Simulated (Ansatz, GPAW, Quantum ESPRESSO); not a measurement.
**Ge: 4 runs at one level of theory**

```xyz
2
Lattice="-2.5745 2.5745 1.3974 2.5745 -2.5745 1.3974 2.5745 2.5745 -1.3974" Properties=species:S:1:pos:R:3 pbc="T T T"
Ge    0.0000    0.0000    1.3974
Ge    2.5745    0.0000    0.6987
```

This isn't the form of Ge at room conditions, which is diamond.

Alike in all runs: task band structure; functional PBEsol; k mesh 11 × 11 × 11; occupations fermi-dirac, width 0.05 eV; no spin polarisation; no spin-orbit coupling. Pressure is positive in compression and, in plane waves, holds the error of the finite cutoff, which Ansatz's Pulay term estimates and takes out.

```
                               program and potentials  plane-wave cutoff (eV)                                                                                                                            notes  pressure (GPa)
                                   Ansatz, Ansatz PAW                     420  potentials made for PBE, which Ansatz adapts in part; 14 valence electrons an atom on average; Pulay term of +0.03 GPa included           -0.61
Quantum ESPRESSO, PseudoDojo 0.4.1 SR PBEsol standard                    1061                                                                                          14 valence electrons an atom on average           -0.60
       Ansatz, all-electron LAPW, scalar-relativistic                       -                                                                                                                                -           -0.57
    GPAW, PAW data sets generated for this functional                     600                                                                                           4 valence electrons an atom on average           -0.71
```

The pressure spans -0.71 (GPAW, PAW data sets generated for this functional) to -0.57 GPa (Ansatz, all-electron LAPW, scalar-relativistic), with all-electron results at -0.57.

Differences between rows come from potentials, basis sets and numerical settings, since the functional is the same but for its coding. Runs on potential files found faulty are left out.

The cell is that of β-tin germanium, the denser, metallic phase that forms from diamond under compression. All four runs give a small negative pressure, so PBEsol would shrink this cell slightly if its shape were held. The structure therefore lies close to its own zero-pressure volume, not in the compressed state in which the phase is normally made. Its density comes from giving up the open tetrahedral network of directional sp³ bonds for closer packing and more delocalised bonding.

The three runs that treat the 3d electrons explicitly lie close together, while GPAW, with only the 4s and 4p electrons in the valence, gives the most negative value. Freezing the shallow 3d shell, which can polarise and overlap with its neighbours, may contribute, but a remaining basis-set error could pull the pressure the same way. The sign of the pressure is unaffected. A small mean pressure doesn't show that the axial ratio is relaxed, since stresses along the two axes can cancel.
